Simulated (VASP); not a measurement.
# In2O3 (Ia-3) in VASP: notebook, part 3 of 3

VASP 6.6.1. The steps go on from the part before.

**5. Relaxation of cell and atoms, LDA**

This run uses another cell than the first one, of 12.77 Å³/atom, 0.980 times its volume.

INCAR

```
SYSTEM = In2O3
PREC = Accurate
ENCUT = 600
EDIFF = 1E-7
ISMEAR = 0
SIGMA = 0.03
LREAL = Auto
LASPH = .TRUE.
NELM = 80
ALGO = Normal
ISIF = 3
LWAVE = .FALSE.
LCHARG = .FALSE.
GGA = CA
IBRION = 2
NSW = 90
EDIFFG = -0.005
KPAR = 8
```

KPOINTS

```
regular mesh
0
G
  4 4 4
  0 0 0
```

POSCAR

```
In2O3                                   
1.0
   -5.0359607153      5.0359607153      5.0359607153
    5.0359607153     -5.0359607153      5.0359607153
    5.0359607153      5.0359607153     -5.0359607153
  In              O             
    16    24
Direct
     0.2500000000000000    0.2166633689839357    0.9666633689839359
     0.7500000000000000    0.2833366310160643    0.5333366310160641
     0.9666633689839359    0.2500000000000000    0.2166633689839357
     0.5333366310160641    0.7500000000000000    0.2833366310160643
     0.2166633689839357    0.9666633689839359    0.2500000000000000
     0.2833366310160643    0.5333366310160641    0.7500000000000000
     0.7500000000000000    0.7833366310160641    0.0333366310160643
     0.2500000000000000    0.7166633689839359    0.4666633689839357
     0.0333366310160643    0.7500000000000000    0.7833366310160641
     0.4666633689839357    0.2500000000000000    0.7166633689839359
     0.7833366310160641    0.0333366310160643    0.7500000000000000
     0.7166633689839359    0.4666633689839357    0.2500000000000000
     0.5000000000000000    0.5000000000000000    0.5000000000000000
     0.5000000000000000    0.0000000000000000    0.0000000000000000
     0.0000000000000000    0.5000000000000000    0.0000000000000000
     0.0000000000000000    0.0000000000000000    0.5000000000000000
     0.5359661756477145    0.7719690017434655    0.5444250329982844
     0.7275439687451815    0.9915411426494301    0.9555749670017156
     0.9640338243522855    0.5084588573505699    0.2360028260957512
     0.7724560312548185    0.7280309982565345    0.2639971739042488
     0.5444250329982844    0.5359661756477145    0.7719690017434655
     0.9555749670017156    0.7275439687451815    0.9915411426494301
     0.2360028260957512    0.9640338243522855    0.5084588573505699
     0.2639971739042488    0.7724560312548185    0.7280309982565345
     0.7719690017434655    0.5444250329982844    0.5359661756477145
     0.9915411426494301    0.9555749670017156    0.7275439687451815
     0.5084588573505699    0.2360028260957512    0.9640338243522855
     0.7280309982565345    0.2639971739042488    0.7724560312548185
     0.4640338243522856    0.2280309982565344    0.4555749670017157
     0.2724560312548188    0.0084588573505699    0.0444250329982844
     0.0359661756477145    0.4915411426494301    0.7639971739042488
     0.2275439687451813    0.2719690017434657    0.7360028260957512
     0.4555749670017157    0.4640338243522856    0.2280309982565344
     0.0444250329982844    0.2724560312548188    0.0084588573505699
     0.7639971739042488    0.0359661756477145    0.4915411426494301
     0.7360028260957512    0.2275439687451813    0.2719690017434657
     0.2280309982565344    0.4555749670017157    0.4640338243522856
     0.0084588573505699    0.0444250329982844    0.2724560312548188
     0.4915411426494301    0.7639971739042488    0.0359661756477145
     0.2719690017434657    0.7360028260957512    0.2275439687451813
```

Potentials or basis: VASP PAW LDA potentials, release 64 (In_d, O).

Started as:

```sh
cat potpaw_LDA.64/In_d/POTCAR potpaw_LDA.64/O/POTCAR > POTCAR
mpirun -np 8 vasp_std > vasp.out
```

OUTCAR:

```text
SYSTEM = In2O3
   PREC = Accurate
   ENCUT = 600
   EDIFF = 1E-7
   ISMEAR = 0
   LREAL = Auto
   LASPH = .TRUE.
   NELM = 80
   ISIF = 3
   GGA = CA
   IBRION = 2
   NSW = 90
   EDIFFG = -0.005

 ion  position               nearest neighbor table
   1  0.250  0.217  0.967-  34 2.12  33 2.12  30 2.18  32 2.18  26 2.21  27 2.21  14 3.33  16 3.33
                             9 3.35  10 3.35  11 3.35  12 3.35  15 3.81  13 3.81   3 3.82   5 3.82
   2  0.750  0.283  0.533-  35 2.12  36 2.12  29 2.18  31 2.18  25 2.21  28 2.21  13 3.33  15 3.33
                             9 3.35  10 3.35  11 3.35  12 3.35  16 3.81  14 3.81   6 3.82   3 3.82
   3  0.967  0.250  0.217-  38 2.12  37 2.12  34 2.18  36 2.18  18 2.21  19 2.21  14 3.33  15 3.33
                            12 3.35   7 3.35   8 3.35  11 3.35  13 3.81  16 3.81   1 3.82   2 3.82
   4  0.533  0.750  0.283-  39 2.12  40 2.12  33 2.18  35 2.18  17 2.21  20 2.21  13 3.33  16 3.33
                             7 3.35   8 3.35  11 3.35  12 3.35  14 3.81  15 3.81   2 3.82   6 3.82
   5  0.217  0.967  0.250-  30 2.12  29 2.12  38 2.18  40 2.18  22 2.21  23 2.21  15 3.33  16 3.33
                             7 3.35   8 3.35   9 3.35  10 3.35  13 3.81  14 3.81   1 3.82   3 3.82
   6  0.283  0.533  0.750-  31 2.12  32 2.12  37 2.18  39 2.18  21 2.21  24 2.21  13 3.33  14 3.33
                             9 3.35   7 3.35   8 3.35  10 3.35  15 3.81  16 3.81   4 3.82   3 3.82
[... 1913 lines left out ...]
------------------------ aborting loop because EDIFF is reached ----------------------------------------

  FORCE on cell =-STRESS in cart. coord.  units (eV):
  Direction    XX          YY          ZZ          XY          YZ          ZX
  --------------------------------------------------------------------------------------
  -------------------------------------------------------------------------------------
  Total       -0.0027760     -0.0027760     -0.0027760      0.0000000      0.0000000      0.0000000
  in kB       -0.0087060     -0.0087060     -0.0087060      0.0000000      0.0000000      0.0000000
  external PRESSURE =      -0.0087060 kB  Pullay stress =       0.0000000 kB

 VOLUME and BASIS-vectors are now :
 -----------------------------------------------------------------------------
  energy-cutoff  :      600.00
  volume of cell :      510.87
      direct lattice vectors                 reciprocal lattice vectors
    -5.035971793  5.035971793  5.035971793     0.000000000  0.099285703  0.099285703
     5.035971793 -5.035971793  5.035971793     0.099285703  0.000000000  0.099285703
     5.035971793  5.035971793 -5.035971793     0.099285703  0.099285703  0.000000000

 POSITION                                       TOTAL-FORCE (eV/Angst)
 -----------------------------------------------------------------------------------
      4.69983      5.03597     -2.51799        -0.001494     -0.000000      0.000000
      0.33614      5.03597      2.51799         0.001494      0.000000     -0.000000
     -2.51799      4.69983      5.03597        -0.000000     -0.001494     -0.000000
      2.51799      0.33614      5.03597        -0.000000      0.001494      0.000000
      5.03597     -2.51799      4.69983        -0.000000      0.000000     -0.001494
      5.03597      2.51799      0.33614        -0.000000     -0.000000      0.001494
[... 32 lines left out ...]
      1.55328     -1.19102      6.14166         0.001949      0.000520     -0.001736
      3.48269     -1.19102      3.93029        -0.001949      0.000520      0.001736
 -----------------------------------------------------------------------------------
    total drift:                                0.000000      0.000000      0.000000

  FREE ENERGIE OF THE ION-ELECTRON SYSTEM (eV)
  ---------------------------------------------------
  free  energy   TOTEN  =      -255.6982216266 eV

  energy  without entropy=     -255.6982216266  energy(sigma->0) =     -255.69822163

 reached required accuracy - stopping structural energy minimisation
```

CONTCAR:

```text
In2O3
   1.00000000000000
    -5.0359717932546717    5.0359717932546717    5.0359717932546717
     5.0359717932546717   -5.0359717932546717    5.0359717932546717
     5.0359717932546717    5.0359717932546717   -5.0359717932546717
  In              O
    16    24
Direct
     0.2500000000000000    0.2166262655488788    0.9666262655488789
     0.7500000000000000    0.2833737344511212    0.5333737344511211
     0.9666262655488789    0.2500000000000000    0.2166262655488788
     0.5333737344511211    0.7500000000000000    0.2833737344511212
     0.2166262655488788    0.9666262655488789    0.2500000000000000
     0.2833737344511212    0.5333737344511211    0.7500000000000000
[... 32 lines left out ...]
     0.4915271386314831    0.7639971658543595    0.0359666437008157
     0.2719694778464562    0.7360028341456405    0.2275299727771236

  0.00000000E+00  0.00000000E+00  0.00000000E+00
  0.00000000E+00  0.00000000E+00  0.00000000E+00
  0.00000000E+00  0.00000000E+00  0.00000000E+00
  0.00000000E+00  0.00000000E+00  0.00000000E+00
  0.00000000E+00  0.00000000E+00  0.00000000E+00
  0.00000000E+00  0.00000000E+00  0.00000000E+00
[... 32 lines left out ...]
  0.00000000E+00  0.00000000E+00  0.00000000E+00
  0.00000000E+00  0.00000000E+00  0.00000000E+00
```

It took 8.3 min on 8 MPI ranks of Intel Xeon 6975P-C (Granite Rapids), shared host; peak memory 1 GiB.

Results:

* Free energy: -255.6982 eV
* Energy gained by relaxing: 0.0 meV/atom
* Ionic steps: 2
* Pressure after relaxing: 0.0 GPa
* Band gap on the k mesh: 1.17 eV, direct

Forces on the atoms (eV/Å):
```
In  -0.001  0.000  0.000
In   0.001  0.000  0.000
In   0.000 -0.001  0.000
In   0.000  0.001  0.000
In   0.000  0.000 -0.001
In   0.000  0.000  0.001
In   0.001  0.000  0.000
In  -0.001  0.000  0.000
In   0.000  0.001  0.000
In   0.000 -0.001  0.000
In   0.000  0.000  0.001
In   0.000  0.000 -0.001
In   0.000  0.000  0.000
In   0.000  0.000  0.000
In   0.000  0.000  0.000
In   0.000  0.000  0.000
O    0.002  0.002  0.001
O   -0.002 -0.002  0.001
O    0.002 -0.002 -0.001
O   -0.002  0.002 -0.001
O    0.001  0.002  0.002
O    0.001 -0.002 -0.002
O   -0.001  0.002 -0.002
O   -0.001 -0.002  0.002
O    0.002  0.001  0.002
O   -0.002  0.001 -0.002
O   -0.002 -0.001  0.002
O    0.002 -0.001 -0.002
O   -0.002 -0.002 -0.001
O    0.002  0.002 -0.001
O   -0.002  0.002  0.001
O    0.002 -0.002  0.001
O   -0.001 -0.002 -0.002
O   -0.001  0.002  0.002
O    0.001 -0.002  0.002
O    0.001  0.002 -0.002
O   -0.002 -0.001 -0.002
O    0.002 -0.001  0.002
O    0.002  0.001 -0.002
O   -0.002  0.001  0.002
```

Final structure:
```xyz
40
Lattice="-5.0360 5.0360 5.0360 5.0360 -5.0360 5.0360 5.0360 5.0360 -5.0360" Properties=species:S:1:pos:R:3 pbc="T T T"
In    4.6998    5.0360   -2.5180
In    0.3361    5.0360    2.5180
In   -2.5180    4.6998    5.0360
In    2.5180    0.3361    5.0360
In    5.0360   -2.5180    4.6998
In    5.0360    2.5180    0.3361
In    0.3361    0.0000    7.5540
In    4.6998    0.0000    2.5180
In    7.5540    0.3361    0.0000
In    2.5180    4.6998    0.0000
In    0.0000    7.5540    0.3361
In    0.0000    2.5180    4.6998
In    2.5180    2.5180    2.5180
In    2.5180    7.5540   -2.5180
In    2.5180    7.5540    2.5180
In   -2.5180    7.5540    2.5180
O     3.9303    1.5533    3.8449
O     6.1417    3.4827    3.8449
O    -1.1057    3.4827    6.2270
O     1.1057    1.5533    6.2270
O     3.8449    3.9303    1.5533
O     3.8449    6.1417    3.4827
O     6.2270   -1.1057    3.4827
O     6.2270    1.1057    1.5533
O     1.5533    3.8449    3.9303
O     3.4827    3.8449    6.1417
O     3.4827    6.2270   -1.1057
O     1.5533    6.2270    1.1057
O     1.1057    3.4827    1.1910
O    -1.1057    1.5533    1.1910
O     6.1417    1.5533   -1.1910
O     3.9303    3.4827   -1.1910
O     1.1910    1.1057    3.4827
O     1.1910   -1.1057    1.5533
O    -1.1910    6.1417    1.5533
O    -1.1910    3.9303    3.4827
O     3.4827    1.1910    1.1057
O     1.5533    1.1910   -1.1057
O     1.5533   -1.1910    6.1417
O     3.4827   -1.1910    3.9303
```

Caveat: spin-orbit coupling is left out, which moves the levels of the heavy elements. Expect the measured gap to be larger: semilocal functionals such as LDA lack the derivative discontinuity.
